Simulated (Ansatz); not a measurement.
# SnS2: how well frozen cores do, part 1 of 2

Aim: solve SnS2 at one geometry with all-electron LAPW, PAW with frozen cores and all-electron PAW on datasets made for the crystal, and see where they agree.

Computed with Ansatz 0.2.0 (DFT PBE, scalar-relativistic, unless a step's input says otherwise).

### Step 1. Starting point

It takes space group P-3m1 (No. 164, trigonal). The conventional cell has a = 3.598 Å, b = 3.598 Å, c = 5.494 Å, α = 90.00°, β = 90.00°, γ = 120.00°. Sn (site symmetry -3m) has 6 S at 2.53 Å as nearest neighbours. S (site symmetry 3m) has 3 Sn at 2.53 Å as nearest neighbours.

Structure file:

```cif
data_structure
_symmetry_space_group_name_H-M 'P 1'
_symmetry_Int_Tables_number 1
_cell_length_a 3.5983
_cell_length_b 3.5983
_cell_length_c 5.4940
_cell_angle_alpha 90.000
_cell_angle_beta 90.000
_cell_angle_gamma 120.000
_cell_volume 61.60
loop_
_atom_site_label
_atom_site_type_symbol
_atom_site_fract_x
_atom_site_fract_y
_atom_site_fract_z
_atom_site_occupancy
Sn1 Sn 0.00000 0.00000 0.00000 1
S1 S 0.66667 0.33333 0.26390 1
S2 S 0.33333 0.66667 0.73610 1
```

The geometry is a database entry used as it stands. It may stem from high pressure or temperature, or be incomplete, so it serves as a test cell.

Atoms are numbered in the order of the input: Sn1, S2, S3.

### Step 2. All-electron LAPW

Contents of input.yaml:

```yaml
crystal:
  lattice:
    - [3.5983003419, 0.0, 0.0]
    - [-1.7991501709, 3.1162195065, 0.0]
    - [0.0, 0.0, 5.494]
  atoms:
    - { symbol: Sn, position: [0.0, 0.0, 0.0] }
    - { symbol: S, position: [0.6666666667, 0.3333333333, 0.2639] }
    - { symbol: S, position: [0.3333333333, 0.6666666667, 0.7361] }
kpoints:
  mp_grid: { grid: [10, 10, 6] }
  band_path:
    path:
      - [0.0, 0.0, 0.0]
      - [0.5, 0.0, 0.0]
      - [0.3333333333, 0.3333333333, 0.0]
      - [0.0, 0.0, 0.0]
      - [0.0, 0.0, 0.5]
      - [0.5, 0.0, 0.5]
      - [0.3333333333, 0.3333333333, 0.5]
      - [0.0, 0.0, 0.5]
      - [0.5, 0.0, 0.5]
    npoints: 14
scf:
  occupations: { method: fermi_dirac, width: 0.01 }
hamiltonian:
  xc: pbe
  pseudopotentials: { kind: all_electron, lapw: { basis_error: 0.001 } }
output:
  forces: true
  stress: true
  eigenvalues: true
  fatbands: true
  populations: true
  dos: { projected: true, de: 0.2, e_range: [-14, 8] }
```

Run with:

```sh
$ ansatz run input.yaml --threads 1 --pin off --max-ram 4096MiB --backend cpu --events-out ev --progress --plain --runs-dir out
```

Output:

```text
Sn: projections on atomic orbitals take those of the free atom 1s2 2s2 2p6 3s2 3p6 3d10 4s2 4p6 4d10 5s2 5p2, of charge +0.00 (hamiltonian.pseudopotentials.projection_atoms)
S: projections on atomic orbitals take those of the free atom 1s2 2s2 2p6 3s2 3p4, of charge +0.00 (hamiltonian.pseudopotentials.projection_atoms)
LAPW: plane waves up to 7.991 Å⁻¹, error target 1.0e-3 eV per atom; small_component_spin mean_spin; S in spheres of 1.103 Å, 14 of its electrons in bands, Dirac shells []; Sn in spheres of 1.431 Å, 22 of its electrons in bands, Dirac shells []
Engine: ansatz 0.2.0
Pseudopotentials: kind: all_electron
Pseudopotential: Sn, LAPW, valence charge 22, Koelling and Harmon's equation, gaussian nucleus
Pseudopotential: S, LAPW, valence charge 14, Koelling and Harmon's equation, gaussian nucleus
Functional definition: PBE
  parameter kappa = 0.804
  parameter beta = 0.06672455060314922
  exchange = pbe_x(kappa = kappa, mu = beta*pi^2/3)
  correlation = pbe_c(beta = beta)
Crystal: 3 atoms, lattice volume = 61.605 Å³
Basis set: ecut = 243.2820495574067 eV, 535 PW (Γ), exchange–correlation at level 2
Bands: 30, of which v1, the nominal top of the filled ones, is band 25 counted from 1 (24 counted from 0)
Symmetry: 12 space group operations
Space group: P-3m1 (ITA 164), of the structure as read, at distance tolerance 3.9e-5 Å
k-points: 72 of 600
Non-local potential: Sn, projectors of the file, none
Non-local potential: S, projectors of the file, none
Initial density: superposition of atomic densities (chi_scale 0.1, normalization cell, long waves kept (reshape's long-wave potential 0.11 eV rms))
Initial wavefunctions: plane waves of lowest kinetic energy (no species holds an atomic orbital)
Functional: x = pbe(κ = 0.804, μ = 0.2195149727645171), c = pbe(β = 0.06672455060314922)
iter 1 solved again at ethr=2.81e-3 eV; its pass at ethr=1.00e-1 eV (dr2=1.41e0 eV) is discarded
SCF iter   1: F=—  HF=-189816.183733 eV  |F-HF|=—  |Δ(HF+E_count)|=         —  Δρ=3.90e-2  dr2=1.41e0  ethr=2.81e-3  ⟨swp⟩=2.0  Hψ=14834  notcnv=0
preconditioner: auto → Resta (q_TF=auto, 2.635 Å⁻¹)  ε∞=3.2  [insulator: Δε(μ)=1.644 eV  Ē_g=16.448 eV  σ=0.010 eV  W_gap=1.00  n_scr=22 (ndim 8)  ℏωp=24.1 eV  f_vac=0.029  D(μ)=0.00/eV (n_scr^D=0)  ε∞_Penn≈3.2]
SCF iter   2: F=—  HF=-189815.700706 eV  |F-HF|=—  |Δ(HF+E_count)|=   4.83e-1  Δρ=1.66e-2  dr2=2.00e-1  ethr=2.81e-3  ⟨swp⟩=3.0  Hψ=6386  notcnv=0
SCF iter   3: F=—  HF=-189815.671072 eV  |F-HF|=—  |Δ(HF+E_count)|=   2.96e-2  Δρ=7.61e-3  dr2=4.14e-2  ethr=4.01e-4  ⟨swp⟩=2.0  Hψ=6193  notcnv=0
iter 4 solved again at ethr=3.69e-6 eV; its pass at ethr=8.28e-5 eV (dr2=1.84e-3 eV) is discarded
SCF iter   4: F=—  HF=-189815.674616 eV  |F-HF|=—  |Δ(HF+E_count)|=         —  Δρ=1.59e-3  dr2=1.83e-3  ethr=3.69e-6  ⟨swp⟩=2.0  Hψ=10844  notcnv=0
the basis was enlarged: its passes take 1.3 MiB over the memory plan, 1 of 1 planned eigensolver slots
SCF iter   5: F=—  HF=-189815.675029 eV  |F-HF|=—  |Δ(HF+E_count)|=   4.13e-4  Δρ=4.30e-4  dr2=1.24e-4  ethr=3.66e-6  ⟨swp⟩=3.0  Hψ=6366  notcnv=0
SCF iter   6: F=—  HF=-189815.675177 eV  |F-HF|=—  |Δ(HF+E_count)|=   1.49e-4  Δρ=1.83e-4  dr2=2.24e-5  ethr=2.48e-7  ⟨swp⟩=3.0  Hψ=6357  notcnv=0
SCF iter   7: F=—  HF=-189815.675225 eV  |F-HF|=—  |Δ(HF+E_count)|=   4.81e-5  Δρ=3.93e-5  dr2=1.44e-6  ethr=4.48e-8  ⟨swp⟩=3.0  Hψ=6411  notcnv=0
SCF iter   8: F=-189815.675229 eV  HF=-189815.675229 eV  |F-HF|=8.72e-8  |Δ(HF+E_count)|=   3.32e-6  Δρ=9.84e-6  dr2=8.44e-8  ethr=2.89e-9  ⟨swp⟩=3.0  Hψ=6408  notcnv=0
SCF 1 converged in 8 iterations: F = -189815.675229 eV  dr2 = 8.44e-8
NSCF: frozen V_eff on 113 k-points
SCF converged after 8 iterations
Free energy (F): -189815.675229 eV
Harris-Foulkes:  -189815.675229 eV  (|F-HF|=8.72e-8)
Internal energy: -189815.675229 eV  (E = F + TS)
E sigma→0 (E₀):  -189815.675229 eV
Fermi energy:    10.664108 eV
--- Per-component energies (eV) ---
  E_band       = -3178.793863
  E_kinetic    = 198612.865542
  E_xc         = -5896.378203
  E_electrostatic = -382532.162567  (all electrons and nuclei)
  E_smearing   = -0.000000  (= −TS)
  E_closure    = 0.000000  (closes the sum)
  E_atoms      = -189802.775228  (free atoms, spherical and without spin; not in F)
  Σ components = -189815.675229   (vs F -189815.675229, Δ=0.00e0)
  Basis errors (estimates in eV, not in F): energy 4.8e-4 per atom: plane waves 4.4e-4 (2.5e-4 summed), levels above the bands 1.6e-277, relativity 2.1e-8, radial functions 4.3e-5, core shells 2.2e-8; eigenvalues (radial functions only) 5.1e-6; not estimated: angular momenta, meshes, grids; target (lapw.basis_error) 1.0e-3; muffin-tin radii S 1.103 Å, Sn 1.431 Å
--- Forces (eV/Å), atoms counted from 1 ---
  atom   1  Sn     0.00000000     0.00000000     0.00000000
  atom   2  S      0.00000000     0.00000000     0.45163320
  atom   3  S     -0.00000000    -0.00000000    -0.45163320
  max |Σ_I F_I| component: 5.55e-17 eV/Å
--- Stress (GPa, compression-positive) ---
        9.125688      -0.000000       0.000000
       -0.000000       9.125688       0.000000
        0.000000       0.000000       9.355012
  P = ⅓ Tr σ = 9.2021 GPa (92.021 kbar)
--- Band table (eV; the first three rows and the last of 72) ---
  k-point 0: bands = ["-194.7214", "-194.7214", "-139.5060", "-139.5060", "-139.5060", "-139.5060", "-139.4676", "-139.4676", "-119.1182", "-74.9189", "-74.9189", "-74.9128", "-11.2530", "-11.2530", "-11.2021", "-11.1689", "-11.1689", "-4.5100", "-2.0686", "3.7005", "9.0597", "9.0597", "9.2473", "9.2473", "10.1169", "11.9285", "13.3620", "15.3290", "15.3290", "19.0167"]
  k-point 1: bands = ["-194.7214", "-194.7214", "-139.5060", "-139.5060", "-139.5060", "-139.5060", "-139.4676", "-139.4676", "-119.1182", "-74.9189", "-74.9189", "-74.9128", "-11.2530", "-11.2530", "-11.2019", "-11.1689", "-11.1689", "-4.4432", "-2.2382", "4.0365", "8.9890", "8.9890", "9.3435", "9.3435", "9.4083", "12.4234", "13.4122", "15.1993", "15.1993", "18.8795"]
  k-point 2: bands = ["-194.7214", "-194.7214", "-139.5060", "-139.5060", "-139.5060", "-139.5060", "-139.4676", "-139.4676", "-119.1182", "-74.9189", "-74.9189", "-74.9128", "-11.2530", "-11.2530", "-11.2016", "-11.1689", "-11.1689", "-4.2815", "-2.5856", "4.8537", "8.2033", "8.9120", "8.9120", "9.4729", "9.4729", "13.0489", "13.5108", "14.9615", "14.9615", "18.4342"]
  k-point 71: bands = ["-194.7214", "-194.7214", "-139.5060", "-139.5060", "-139.5060", "-139.5060", "-139.4676", "-139.4676", "-119.1182", "-74.9195", "-74.9194", "-74.9127", "-11.2987", "-11.2666", "-11.1784", "-11.1620", "-11.1376", "-1.8852", "-1.6330", "2.5223", "5.1072", "5.3642", "6.0107", "9.5651", "9.6091", "13.1495", "15.0685", "15.2542", "16.8071", "18.2878"]
--- Löwdin populations: 3 sites ---
  site symbol       q [e]
     0     Sn     49.2434
     1      S     16.3043
     2      S     16.3043
  spilling = 0.001804 (of n_electrons = 82.000000)
```

Run time: 45 s. Hardware: 1 thread of Arm Neoverse V2, shared host; peak memory 0.47 GiB.

Read from it: pressure 9.20 GPa; gap 1.10 eV; largest force 0.452 eV/Å.

Levels at the path's labelled points, in eV from the valence-band top:

```tsv
point	band 22	band 23	band 24	band 25	band 26	band 27	band 28
Γ	-1.06	-0.87	-0.87	0.00	1.81	3.24	5.21
M	-3.53	-3.18	-1.76	-0.58	1.61	4.14	5.31
K	-3.97	-3.66	-2.21	-2.21	1.46	7.00	7.00
Γ	-1.06	-0.87	-0.87	0.00	1.81	3.24	5.21
A	-1.24	-1.24	-0.59	-0.59	3.19	3.43	4.73
L	-2.86	-2.07	-1.25	-1.24	1.39	4.31	5.12
H	-4.88	-4.35	-0.49	-0.49	3.13	4.98	4.98
A	-1.24	-1.24	-0.59	-0.59	3.19	3.43	4.73
L	-2.86	-2.07	-1.25	-1.24	1.39	4.31	5.12
```

States per cell, counted by energy window (eV from the valence-band top, on a grid of 0.20 eV):

```tsv
from	to	total	S 3p	Sn 5p	Sn 5s	S 3s
-10	-9	0.00	0.00	0.00	0.00	0.00
-9	-8	0.00	0.00	0.00	0.00	0.00
-8	-7	0.97	0.39	0.00	0.47	0.09
-7	-6	0.77	0.32	0.00	0.28	0.16
-6	-5	0.74	0.41	0.15	0.07	0.10
-5	-4	1.34	0.87	0.37	0.01	0.07
-4	-3	2.01	1.45	0.43	0.02	0.07
-3	-2	1.84	1.45	0.29	0.02	0.06
-2	-1	2.38	2.14	0.14	0.02	0.04
-1	0	1.96	1.87	0.02	0.01	0.02
0	1	0.00	0.00	0.00	0.00	0.00
1	2	0.80	0.42	0.02	0.28	0.01
2	3	1.20	0.62	0.05	0.44	0.02
3	4	0.09	0.01	0.05	0.00	0.02
4	5	1.46	0.28	0.76	0.01	0.16
5	6	2.61	0.56	1.20	0.01	0.10
```

(Continued in part 2 of 2.)
